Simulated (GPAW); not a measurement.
CoO:

```xyz
2
Lattice="0.0000 2.1315 2.1315 2.1315 0.0000 2.1315 2.1315 2.1315 0.0000" Properties=species:S:1:pos:R:3 pbc="T T T"
Co    0.0000    0.0000    0.0000
O     2.1315    2.1315    2.1315
```

Base run:

```yaml
Program: GPAW 26.7.0
Functional: PBEsol
Potentials_or_basis: PAW data sets generated in the run's folder for this functional
Cutoff: 800 eV
Basis: pw
k_mesh: 11 × 11 × 11
Occupations: fermi-dirac, width 0.05 eV
Spin: collinear spin, ferromagnetic start
Starting_moments: "[2.0, 0.0] μB"
Hubbard_terms: Co d U = 3 eV
```

Its results: pressure -8.0 GPa; net moment 3.00 μB per cell; site moments Co +2.67; O +0.20 μB.

Question: After a change of settings the same cell gave: pressure -8.5 GPa; net moment 3.00 μB per cell; site moments Co +2.64; O +0.22 μB. Which change was it?
A. hubbard terms from Co d U = 3 eV to none
B. hubbard terms from Co d U = 3 eV to Co d U = 4 eV
C. hubbard terms from Co d U = 3 eV to Co d U = 2 eV

Answer: C.

Caveats: a cell with one magnetic atom can't hold antiferromagnetic order, which such compounds often take.
